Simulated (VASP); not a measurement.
Set up this calculation in VASP 6.6.1, as the native input.

| Item | Value |
| --- | --- |
| Task | band structure |
| Functional | PBE0 |
| Potentials or basis | VASP PAW PBE potentials, release 64 (Si, C) |
| Cutoff | 520 eV |
| k mesh | 6 × 6 × 6 |
| Occupations | gaussian, width 0.03 eV |
| Spin | no spin polarisation |
| Grid for exact exchange (PRECFOCK) | Fast |
| Exchange at q = 0 | truncated |
| Further INCAR settings | ALGO = Normal; EDIFF = 1e-06; NBANDS = 11 |

SiC:

```
Si C
1.0
     0.00000    2.17900    2.17900
     2.17900    0.00000    2.17900
     2.17900    2.17900    0.00000
Si C
1 1
Direct
  0.00000 0.00000 0.00000
  0.25000 0.25000 0.25000
```

One way to write it, as run:

POSCAR

```
SiC                                     
1.0
    0.0000000000      2.1790000000      2.1790000000
    2.1790000000      0.0000000000      2.1790000000
    2.1790000000      2.1790000000      0.0000000000
  Si              C             
     1     1
Direct
     0.0000000000000000    0.0000000000000000    0.0000000000000000
     0.2500000000000000    0.2500000000000000    0.2500000000000000
```

INCAR.step1

```
PREC = Accurate
ENCUT = 520
EDIFF = 1E-5
ISMEAR = 0
SIGMA = 0.03
LREAL = False
LASPH = True
NELM = 80
ALGO = Normal
ISIF = 2
LWAVE = True
LCHARG = False
NBANDS = 11
KPAR = 2
GGA = PE
```

INCAR.step2

```
PREC = Accurate
ENCUT = 520
EDIFF = 1E-6
ISMEAR = 0
SIGMA = 0.03
LREAL = False
LASPH = True
NELM = 80
ALGO = Normal
ISIF = 2
LWAVE = False
LCHARG = False
GGA = PE
LHFCALC = True
AEXX = 0.25
PRECFOCK = Fast
HFRCUT = -1
NBANDS = 11
KPAR = 2
ISTART = 1
```

KPOINTS

```
regular mesh
0
Gamma
  6 6 6
```

KPOINTS_OPT

```
explicit points
9
Reciprocal
 0.0000000000  0.0000000000  0.0000000000 1
 0.3750000000  0.3750000000  0.7500000000 1
 0.5000000000  0.5000000000  0.5000000000 1
 0.6250000000  0.2500000000  0.6250000000 1
 0.5000000000  0.2500000000  0.7500000000 1
 0.5000000000  0.0000000000  0.5000000000 1
 0.4000000000  0.0000000000  0.4000000000 1
 0.4250000000  0.0000000000  0.4250000000 1
 0.4500000000  0.0000000000  0.4500000000 1
```

Potentials or basis: VASP PAW PBE potentials, release 64 (Si, C).

Run with:

```console
$ cat potpaw_PBE.64/Si/POTCAR potpaw_PBE.64/C/POTCAR > POTCAR
$ cp INCAR.step1 INCAR
$ mpirun -np 2 vasp_std > vasp.out
$ cp INCAR.step2 INCAR
$ mpirun -np 2 vasp_std > vasp.out
```

It gave:

The pressure is -2.0 GPa. The band gap on the k mesh is 2.96 eV, indirect (least direct gap 6.48 eV) and the band gap along the path is 2.96 eV, indirect (least direct gap 6.48 eV).

Caveat: the PAW data sets were made with another functional, which shifts forces and pressure a little.

Run time: 110 s on 2 MPI ranks on Intel(R) Xeon(R) Platinum 8259CL CPU @ 2.50GHz (Skylake/Cascade Lake) (shared host), peak memory 0.14 GiB a rank.
